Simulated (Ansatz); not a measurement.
SrO (Fm-3m), clamped-ion strain scan

Level of theory: DFT PBE, scalar-relativistic, plane waves, PAW in Ansatz. Cutoff 420 eV, Γ-centred 8×8×8 k-points, Gaussian smearing of 0.05 eV. No spin polarisation. Energies are free energies at this smearing, counted from the undisturbed cell; pressure is positive in compression.

The undisturbed cell (relaxed at this level):

```xyz
2
Lattice="0.0000 2.5974 2.5974 2.5974 0.0000 2.5974 2.5974 2.5974 0.0000" Properties=species:S:1:pos:R:3 pbc="T T T"
Sr    0.0000    0.0000    0.0000
O     2.5974    2.5974    2.5974
```

The cell is strained by ε times the Voigt pattern (0, 0, 0, 0, 0, 1) (xx, yy, zz, yz, xz, xy; engineering shear) with fractional coordinates fixed.

```
      ε  ΔE (meV/atom)
-0.0400            4.7
-0.0200            1.2
 0.0000            0.0
 0.0050            0.1
 0.0100            0.3
 0.0150            0.6
 0.0250            1.8
 0.0300            2.6
 0.0350            3.6
```

By symmetry 0.0400 repeats -0.0400, -0.0300 repeats 0.0300, 0.0200 repeats -0.0200, -0.0100 repeats 0.0100 in energy, with the opposite slope along the path.